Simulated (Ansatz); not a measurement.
An Ansatz run on SiC in the wurtzite structure left the output below. The geometry is the r2SCAN minimum.

The cell given to it:
```cif
data_structure
_symmetry_space_group_name_H-M 'P 1'
_symmetry_Int_Tables_number 1
_cell_length_a 3.0754
_cell_length_b 3.0754
_cell_length_c 5.0481
_cell_angle_alpha 90.000
_cell_angle_beta 90.000
_cell_angle_gamma 120.000
_cell_volume 41.35
loop_
_atom_site_label
_atom_site_type_symbol
_atom_site_fract_x
_atom_site_fract_y
_atom_site_fract_z
_atom_site_occupancy
Si1 Si 0.33333 0.66667 0.99959 1
Si2 Si 0.66667 0.33333 0.49959 1
C1 C 0.33333 0.66667 0.37541 1
C2 C 0.66667 0.33333 0.87541 1
```

Main lines of the log:
```
Pseudopotential: Si, nc, valence charge 4, recommended cutoff 489.804952 eV
Pseudopotential: C, nc, valence charge 4, recommended cutoff 1115.666836 eV
Crystal: 4 atoms, lattice volume = 41.348 Å³
Basis set: ecut = 1115.666836 eV, 3465 PW (Γ)
Bands: 12, of which v1, the nominal top of the filled ones, is band 8 counted from 1 (7 counted from 0)
Symmetry: 12 space group operations
Space group: P63mc (ITA 186)
k-points: 21 of 144 (time reversal used)
preconditioner: auto → none  [insulator: Δε(μ)=4.379 eV  ℏωp=23.1 eV]
SCF 1 converged in 7 iterations: F = -559.089994 eV  dr2 = 7.64e-9
Free energy (F): -559.089994 eV
Fermi energy:    9.662597 eV
--- Per-component energies (eV) ---
  E_band       = 57.871689
  E_kinetic    = 322.427617
  E_local      = -212.174382
  E_nonlocal   = 40.883429
  E_hartree    = 64.612081
  E_xc         = -205.928451
  E_vxc        = -222.488532
  E_ewald      = -568.910287
--- G₀W₀: contour deformation, 6 samples at zero and on the imaginary axis and 1 off it, 144 q-points, 155 empty bands' worth ---
    ik  band        ε_KS         Σx   Σc(E_QP)       V_xc       Z   E_QP_lin       E_QP  E_QP is
     0     7      9.6626   -18.3517     1.9918   -15.8020  0.7898     9.1025     9.1046  root
     0     8      9.6626   -18.3517     1.9918   -15.8020  0.7898     9.1025     9.1046  root
     0     9     14.4530    -9.1983    -4.7764   -14.5083  0.8037    14.9889    14.9867  root
     0    10     15.8507    -9.2993    -5.2137   -15.0375  0.7866    16.3782    16.3752  root
     1     7      9.4406   -18.4121     2.0649   -15.7667  0.7891     8.8578     8.8601  root
     1     8      9.4406   -18.4121     2.0649   -15.7667  0.7891     8.8578     8.8601  root
     1     9     14.7346    -9.1106    -4.8381   -14.4903  0.8027    15.2785    15.2762  root
     1    10     16.4357    -7.6638    -5.1240   -13.3488  0.7991    16.9998    16.9967  root
     3     7      9.1883   -18.2795     2.0303   -15.6588  0.7889     8.5954     8.5979  root
     3     8      9.3746   -18.4962     2.0849   -15.8255  0.7888     8.7864     8.7889  root
     3     9     14.5253    -7.9224    -4.7292   -13.1079  0.8078    14.9833    14.9817  root
     3    10     16.4085    -8.5511    -5.3022   -14.4225  0.7867    16.9814    16.9777  root
     4     7      8.5870   -18.2029     2.2171   -15.3421  0.7866     7.9401     7.9433  root
     4     8      9.0538   -18.4526     2.1653   -15.6734  0.7879     8.4372     8.4400  root
     4     9     14.4526    -7.7270    -4.7284   -12.8996  0.8083    14.8983    14.8968  root
     4    10     16.0948    -7.4965    -5.1019   -13.1242  0.7972    16.6232    16.6206  root
     6     7      7.8219   -17.8626     2.2949   -14.8865  0.7843     7.1365     7.1406  root
     6     8      8.7494   -18.5968     2.2687   -15.6889  0.7864     8.1071     8.1102  root
     6     9     13.0221    -7.4523    -4.4056   -12.2155  0.8160    13.3805    13.3797  root
     6    10     14.5547    -7.0054    -4.7230   -12.1430  0.8040    14.9707    14.9693  root
     7     7      8.1147   -18.3237     2.3476   -15.2999  0.7841     7.4347     7.4386  root
     7     8      8.3428   -18.5067     2.3684   -15.4669  0.7849     7.6677     7.6714  root
     7     9     12.9924    -7.5890    -4.3849   -12.3252  0.8144    13.3445    13.3437  root
     7    10     14.0328    -7.1372    -4.6462   -12.1732  0.8098    14.4238    14.4227  root
     8     7      7.5555   -18.4753     2.5999   -15.1452  0.7807     6.8203     6.8253  root
     8     8      7.5555   -18.4753     2.5999   -15.1452  0.7807     6.8203     6.8253  root
     8     9     13.4755    -7.5277    -4.4856   -12.3827  0.8116    13.8459    13.8449  root
     8    10     13.4755    -7.5277    -4.4856   -12.3827  0.8116    13.8459    13.8449  root
     9     7      6.3677   -17.2059     2.6021   -13.8468  0.7759     5.6047     5.6107  root
     9     8      8.4635   -18.6428     2.3541   -15.6267  0.7851     7.7980     7.8015  root
     9     9     12.4291    -7.3089    -4.3009   -11.9362  0.8187    12.7562    12.7556  root
     9    10     13.8787    -7.5965    -4.4705   -12.4568  0.8048    14.2695    14.2684  root
    10     7      7.3229   -17.8914     2.4651   -14.7055  0.7812     6.5972     6.6020  root
    10     8      8.0334   -18.5460     2.4610   -15.3905  0.7833     7.3347     7.3388  root
    10     9     12.7527    -7.2898    -4.3718   -11.9986  0.8171    13.0903    13.0896  root
    10    10     12.9145    -7.7695    -4.2788   -12.3853  0.8114    13.2523    13.2516  root
  […]
```

The points are ik 0 = (0, 0, 0) (Γ), ik 1 = (0, 0, 1/4), ik 3 = (0, 1/6, 0), ik 4 = (0, 1/6, 1/4), ik 6 = (0, 1/3, 0), ik 7 = (0, 1/3, 1/4), ik 8 = (0, 1/3, -1/2), ik 9 = (0, -1/2, 0), ik 10 = (0, -1/2, 1/4), ik 17 = (1/6, 1/3, -1/2), ik 18 = (1/3, 1/3, 0), ik 20 = (1/3, 1/3, -1/2); band 8 is the last filled one.

Question: Reconstruct the input.

Answer:
```yaml
crystal:
  # lattice and atoms as above
kpoints:
  mp_grid: { grid: [6, 6, 4] }
hamiltonian:
  xc: pbe
  pseudopotentials: { kind: nc }
scf:
  occupations: { method: fixed }
gw:
  n_empty_bands: 155
  ecut_chi: 140
  qp_bands: [v2, c2]
  qp_kpoints: band_edges
  screening: { model: contour_deformation }
```
The quasiparticle table needs the gw block. Close relatives of this functional can't be ruled out from these lines alone. This is the file that was run; thresholds and some counts can't be read off the log exactly.

Run as `ansatz run input.yaml --threads 2 --pin off --max-ram 3686MiB --backend cpu --events-out ev --progress --plain --runs-dir out`. It took 61 s on 2 threads of Intel(R) Xeon(R) 6975P-C (Granite Rapids), on a shared host; peak host memory 0.81 GiB.

Calculated for a static, non-magnetic cell.
